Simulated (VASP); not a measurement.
Consider the following.

```
LiI
1.0
    0.00000     3.01000     3.01000
    3.01000     0.00000     3.01000
    3.01000     3.01000     0.00000
Li I
1 1
Direct
  0.00000   0.00000   0.00000
  0.50000   0.50000   0.50000
```
Cell charge -0.5.

The numbers are results of PBE GGA, VASP's PBE PAW potentials (set 64) (plane waves; VASP 6.6.1), not measurements. Run with NELECT = 10.5, 520 eV cut-off, 7×7×7 Γ-centred mesh, Gaussian smearing of 0.050 eV, potentials Li_sv I.

The cell is charged, with a uniform compensating background. Unless said otherwise, spin-orbit coupling is left out, though it shifts the bands of the heavy elements here.

Question: Predict the energy per atom (σ→0), pressure, band gap (on the k-mesh) with the smallest direct gap where there is one.

Answer: 
The band gap (on the k-mesh) is none (metal, semimetal or under 0.01 eV), the energy per atom (σ→0) is -1.229 eV/atom and the pressure is 13.34 GPa.

The absolute energy has meaning only against runs of the same code, potentials and settings.

The compound is LiI in the rock salt structure. The cell was not relaxed at this level. The run is one of a series of settings (NELECT = 10.5 against the base run), some of them coarse on purpose.
